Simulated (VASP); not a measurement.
## CaSe: equation of state with PBEsol

CaSe:

```
CELL_PARAMETERS angstrom
0.00000 2.95600 2.95600
2.95600 0.00000 2.95600
2.95600 2.95600 0.00000
ATOMIC_POSITIONS crystal
Se 0.50000 0.50000 0.50000
Ca 0.00000 0.00000 0.00000
```

```yaml
Program: VASP 6.6.1
Task: equation of state
Functional: PBEsol
Potentials_or_basis: VASP PAW PBE potentials, release 64 (Se, Ca_sv)
Cutoff: 520 eV
k_mesh: 8 × 8 × 8
Occupations: fermi-dirac, width 0.05 eV
Spin: no spin polarisation
```

```json
{
 "Equilibrium volume": "25.38 Å³/atom",
 "Bulk modulus": "52 GPa",
 "Pressure derivative of the bulk modulus": "4.2"
}
```

Energy against volume, from the lowest point:
```
volume (Å³/atom)  energy (meV/atom)
          24.280               8.29
          24.796               2.22
          25.313               0.00
          25.829               1.23
          26.346               5.56
          26.863              12.71
          27.379              22.37
```

All runs of the series together: 2.3 min on 1 thread of Intel(R) Xeon(R) Platinum 8488C (Sapphire Rapids) (shared host).

Caveat: the PAW data sets were made with another functional, which shifts forces and pressure a little.
